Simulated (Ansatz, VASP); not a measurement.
## NaCl (Halite) in two plane-wave programs

Wanted: the spread between two codes on one cell, functional and k mesh. The cell is taken from a series of VASP runs on this material, whose earlier steps may have relaxed, scaled or displaced it; both programs get it as it stands.

Program: Ansatz 0.2.0. Level of theory: plane waves, with VASP 6.6.1 beside it; band structure at HSE06. Results are calculated unless marked as measured.

## Step 1: The structure

The structure is cubic, space group Fm-3m (No. 225). Conventional cell: a = 5.641 Å, b = 5.641 Å, c = 5.641 Å, α = 90.00°, β = 90.00°, γ = 90.00°. Cl has 6 Na at 2.82 Å nearest. Na has 6 Cl at 2.82 Å nearest. Farther neighbours and most contacts between anions are not listed.

As a file:

```cif
data_structure
_symmetry_space_group_name_H-M 'Fm-3m'
_symmetry_Int_Tables_number 225
_cell_length_a 5.6406
_cell_length_b 5.6406
_cell_length_c 5.6406
_cell_angle_alpha 90.000
_cell_angle_beta 90.000
_cell_angle_gamma 90.000
_cell_volume 179.46
loop_
_atom_site_label
_atom_site_type_symbol
_atom_site_symmetry_multiplicity
_atom_site_Wyckoff_symbol
_atom_site_fract_x
_atom_site_fract_y
_atom_site_fract_z
_atom_site_occupancy
Cl1 Cl 4 b 0.50000 0.00000 0.00000 1
Na1 Na 4 a 0.00000 0.00000 0.00000 1
```

## Step 2: VASP: band structure, HSE06

Levels along a path test the potential and the projectors away from the mesh points.

Lines of VASP's logs that name or quote its potential files are left out, and so is its time.

The run reads the wave functions of an earlier VASP run, which isn't shown here.

File INCAR:

```
SYSTEM = NaCl
PREC = Accurate
ENCUT = 350
EDIFF = 1E-06
NELM = 100
ISMEAR = 0
SIGMA = 0.03
LREAL = .FALSE.
ALGO = Normal
LHFCALC = .TRUE.
AEXX = 0.25
GGA = PE
HFSCREEN = 0.2
LASPH = .TRUE.
NBANDS = 13
PRECFOCK = Fast
LORBIT = 11
LWAVE = .FALSE.
LCHARG = .FALSE.
KPAR = 4
```

File POSCAR:

```
NaCl
1.0
    0.0000000000      2.8202800000      2.8202800000
    2.8202800000      0.0000000000      2.8202800000
    2.8202800000      2.8202800000      0.0000000000
Cl Na
1 1
Direct
    0.5000000000      0.5000000000      0.5000000000
    0.0000000000      0.0000000000      0.0000000000
```

File KPOINTS:

```
Automatic mesh
0
Gamma
5 5 5
0 0 0
```

File KPOINTS_OPT:

```
Line mode
10
Line-mode
Reciprocal
  0.00000000   0.00000000   0.00000000 GAMMA
  0.50000000   0.00000000   0.50000000 X

  0.50000000   0.00000000   0.50000000 X
  0.50000000   0.25000000   0.75000000 W

  0.50000000   0.25000000   0.75000000 W
  0.37500000   0.37500000   0.75000000 K

  0.37500000   0.37500000   0.75000000 K
  0.00000000   0.00000000   0.00000000 GAMMA

  0.00000000   0.00000000   0.00000000 GAMMA
  0.50000000   0.50000000   0.50000000 L

  0.50000000   0.50000000   0.50000000 L
  0.62500000   0.25000000   0.62500000 U

  0.62500000   0.25000000   0.62500000 U
  0.50000000   0.25000000   0.75000000 W

  0.50000000   0.25000000   0.75000000 W
  0.50000000   0.50000000   0.50000000 L

  0.50000000   0.50000000   0.50000000 L
  0.37500000   0.37500000   0.75000000 K

  0.62500000   0.25000000   0.62500000 U
  0.50000000   0.00000000   0.50000000 X
```

PAW data sets: Cl and Na_pv (PBE family, release 64).

Launch:

```console
$ mpirun -np 4 vasp_std
```

Numbers of over 12 decimals in the logs are rounded to 6 here.

Log:

```text
[banner, memory and clock lines left out]
running    4 mpi-ranks, on    1 nodes
 distrk:  each k-point on    1 cores,    4 groups
 distr:  one band on    1 cores,    1 groups

 POSCAR found type information on POSCAR ClNa
 POSCAR found :  2 types and       2 ions
 LDA part: xc-table for (Slater+PW92), standard interpolation
 found WAVECAR, reading the header
 POSCAR, INCAR and KPOINTS ok, starting setup
 FFT: planning ... GRIDC
 FFT: planning ... GRID_SOFT
 FFT: planning ... GRID
 reading WAVECAR
 the WAVECAR file was read successfully
 initial charge from wavefunction
 entering main loop
       N       E                     dE             d eps       ncg     rms          rms(c)
DAV:   1    -0.790196633292E+01   -0.79020E+01   -0.62008E-01   305   0.864E+00    0.140E+00
DAV:   2    -0.789813429542E+01    0.38320E-02   -0.24011E-02   290   0.225E+00    0.101E+00
DAV:   3    -0.789428918043E+01    0.38451E-02   -0.59775E-03   305   0.942E-01    0.648E-01
DAV:   4    -0.789383454402E+01    0.45464E-03   -0.12729E-03   305   0.396E-01    0.417E-01
DAV:   5    -0.789375417012E+01    0.80374E-04   -0.14473E-04   311   0.136E-01    0.251E-01
DAV:   6    -0.789372741766E+01    0.26752E-04   -0.21541E-05   260   0.551E-02    0.144E-01
DAV:   7    -0.789371998324E+01    0.74344E-05   -0.78428E-06   260   0.306E-02    0.803E-02
DAV:   8    -0.789371885586E+01    0.11274E-05   -0.29685E-06   275   0.172E-02    0.447E-02
DAV:   9    -0.789371896343E+01   -0.10757E-06   -0.12955E-06   270   0.108E-02
   1 F= -.78937190E+01 E0= -.78937190E+01  d E =-.325744E-13
 Start KPOINTS_OPT (optional k-point list driver)
k-point batch [1-10\100]
       N       E                     dE             ncg
DAV:   1    -0.825475775573E+03   -0.32688E+04      273
DAV:   2    -0.184232766586E+04   -0.10169E+04      275
DAV:   3    -0.192036322659E+04   -0.78036E+02      340
DAV:   4    -0.192215367347E+04   -0.17904E+01      300
DAV:   5    -0.192218777446E+04   -0.34101E-01      330
DAV:   6    -0.192218887632E+04   -0.11019E-02      318
DAV:   7    -0.192218891448E+04   -0.38154E-04      328
DAV:   8    -0.192218891602E+04   -0.15410E-05      283
DAV:   9    -0.192218891611E+04   -0.90052E-07      170
[...]
k-point batch [91-100\100]
       N       E                     dE             ncg
DAV:   1    -0.999238911677E+03   -0.50227E+04      291
DAV:   2    -0.188134765526E+04   -0.88211E+03      280
DAV:   3    -0.194656639149E+04   -0.65219E+02      325
DAV:   4    -0.194807671552E+04   -0.15103E+01      330
DAV:   5    -0.194810335257E+04   -0.26637E-01      366
DAV:   6    -0.194810409354E+04   -0.74097E-03      351
DAV:   7    -0.194810411759E+04   -0.24050E-04      372
DAV:   8    -0.194810411834E+04   -0.75293E-06      277
```

From OUTCAR (step 2):

```text
ion  position               nearest neighbor table
   1  0.500  0.500  0.500-
   2  0.000  0.000  0.000-

  LATTYP: Found a face centered cubic cell.
 ALAT       =     5.6405600000

 Subroutine GETGRP returns: Found 48 space group operations
 (whereof 48 operations were pure point group operations)

The static configuration has the point symmetry O_h .

 Found     10 irreducible k-points:

   k-points           NKPTS =     10   k-points in BZ     NKDIM =    125   number of bands    NBANDS=     13

   dimension x,y,z NGX =    24 NGY =   24 NGZ =   24
   dimension x,y,z NGXF=    48 NGYF=   48 NGZF=   48

   ENCUT  =  350.0 eV  25.72 Ry    5.07 a.u.   6.08  6.08  6.08*2*pi/ulx,y,z

   NELECT =      14.0000    total number of electrons

 k-points in reciprocal lattice and weights: Automatic mesh
   0.00000000  0.00000000  0.00000000       0.008
   0.20000000  0.00000000  0.00000000       0.064
   0.40000000  0.00000000  0.00000000       0.064
   0.20000000  0.20000000  0.00000000       0.048
   0.40000000  0.20000000  0.00000000       0.192
  -0.40000000  0.20000000  0.00000000       0.192
  -0.20000000  0.20000000  0.00000000       0.096
   0.40000000  0.40000000  0.00000000       0.048
  -0.40000000  0.40000000  0.00000000       0.096
  -0.40000000  0.40000000  0.20000000       0.192

  exchange ACFDT corr.  =         0.00000000  see jH, gK, PRB 81, 115126

 average (electrostatic) potential at core
       1 -89.6727       2 -41.1448

 E-fermi :  -1.5945

 k-point     1 :       0.0000    0.0000    0.0000
  band No.  band energies     occupation
    ...
      3     -24.6144      2.00000
      4     -15.5933      2.00000
      5      -1.7391      2.00000
      6      -1.7391      2.00000
      7      -1.7391      2.00000
      8       4.7522      0.00000
      9      10.9028      0.00000
     10      10.9028      0.00000
     11      10.9028      0.00000
     12      13.2328      0.00000
    ...

 k-point     2 :       0.2000    0.0000    0.0000
  band No.  band energies     occupation
    ...
      3     -24.6150      2.00000
      4     -15.4727      2.00000
      5      -2.5675      2.00000
      6      -1.8409      2.00000
      7      -1.8409      2.00000
      8       5.8569      0.00000
      9       9.8933      0.00000
     10      11.2434      0.00000
     11      11.2435      0.00000
     12      12.9115      0.00000
    ...

 k-point     3 :       0.4000    0.0000    0.0000
  band No.  band energies     occupation
    ...
      3     -24.6159      2.00000
      4     -15.2671      2.00000
      5      -3.6221      2.00000
      6      -1.9973      2.00000
      7      -1.9972      2.00000
      8       6.8589      0.00000
      9      10.2062      0.00000
     10      10.8756      0.00000
     11      10.8756      0.00000
     12      14.9194      0.00000
    ...

  energy-cutoff  :      350.00
  volume of cell :       44.86
      direct lattice vectors                 reciprocal lattice vectors
     0.000000000  2.820280000  2.820280000    -0.177287362  0.177287362  0.177287362
     2.820280000  0.000000000  2.820280000     0.177287362 -0.177287362  0.177287362
     2.820280000  2.820280000  0.000000000     0.177287362  0.177287362 -0.177287362

 POSITION                                       TOTAL-FORCE (eV/Angst)
 -----------------------------------------------------------------------------------
      2.82028      2.82028      2.82028         0.000000     -0.000000      0.000000
      0.00000      0.00000      0.00000        -0.000000      0.000000     -0.000000
 -----------------------------------------------------------------------------------
    total drift:                               -0.000006      0.000002     -0.000004

  FREE ENERGIE OF THE ION-ELECTRON SYSTEM (eV)
  ---------------------------------------------------
  free  energy   TOTEN  =        -7.8937189634 eV

  energy  without entropy=       -7.8937189634  energy(sigma->0) =       -7.89371896

 total charge
# of ion       s       p       d       tot
------------------------------------------
    1        1.581   3.601   0.000   5.182
    2        0.039   5.982   0.000   6.022
--------------------------------------------------
tot          1.620   9.583   0.000  11.203

[... 3 further parts left out ...]
```

The k-mesh is coarse for exact exchange; levels may shift by about 0.1 eV on a finer one.

(Continued in part 2 of 2.)

[Lines on the potential files, build, host, timing and source positions are cut from VASP's logs without a mark.]

[Logs are printed without paths, hosts, clocks, repeated set-up lines and the standing remarks that a program may print on its own settings, such as how far it seeks lower states.]

[Hosts, paths, dates, database ids (printed as entryN), source tags and the programs' standing remarks are cut or masked in the printed files.]
